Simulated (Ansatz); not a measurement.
**NaI (Pmma), stationary points along a deformation path**

The calculation used DFT PBE+D3(BJ), scalar-relativistic, plane waves, PAW (Ansatz). Cutoff 420 eV, Γ-centred 6×6×4 k-points, Gaussian smearing of 0.05 eV. No spin polarisation. Energies are free energies at this smearing, counted from the undisturbed cell; pressure is positive in compression.

The undisturbed cell (as given, not relaxed at this level; it stands at -0.9 GPa; this form isn't the usual structure):

```
Na I
1.0
     4.62221    0.00000    0.00000
     0.00000    4.26970    0.00000
     0.00000    0.00000    7.79838
Na I
2 2
Direct
  0.25000 0.50000 0.27503
  0.75000 0.50000 0.72497
  0.25000 0.00000 0.74243
  0.75000 0.00000 0.25757
```

At fixed volume and fractional coordinates, lengths along (0.000, 0.000, 1.000) are scaled against those across it; ρ is that ratio over its starting value. V = 38.476 Å³/atom. Δσ is the stress along the axis less the mean stress across it (compression positive).

```csv
ρ,ΔE (meV/atom),Δσ (GPa),space group
0.850,33.3,2.46,Pmma
0.920,8.9,1.36,Pmma
0.960,2.0,0.67,Pmma
1.000,0.0,-0.06,Pmma
1.100,15.6,-2.05,Pmma
1.200,59.1,-4.25,Pmma
```

Task: How does the stress give the slope of the energy, and where is the energy stationary?

Result: Along the path d ln(length) is 2/3 d ln ρ on the axis and −1/3 d ln ρ across it, so dE/d ln ρ = −(2/3) V Δσ: the energy falls with ρ where Δσ is positive. Δσ vanishes or changes sign between ρ = 0.960 and 1.000, a minimum (near 1.00 by linear interpolation). Pairs of stationary points between two samples would go unseen, and could change a minimum read from distant neighbours into a maximum.

Task: Integrate that slope from ρ = 1 to 1.200 by the trapezoid rule.

Result: With V/N in Å³ and 1 eV/Å³ = 160.2 GPa the slopes at ρ = 1.000, 1.100, 1.200 are 10, 328, 681 meV/atom per unit of ln ρ. The steps add 16.1 + 43.9 = 60.1 meV/atom, against 59.1 from the energies; the trapezoid rule misses the curvature of the slope within each step.

Forces appear on the atoms along this scan, and letting them relax would lower the energy and soften the response.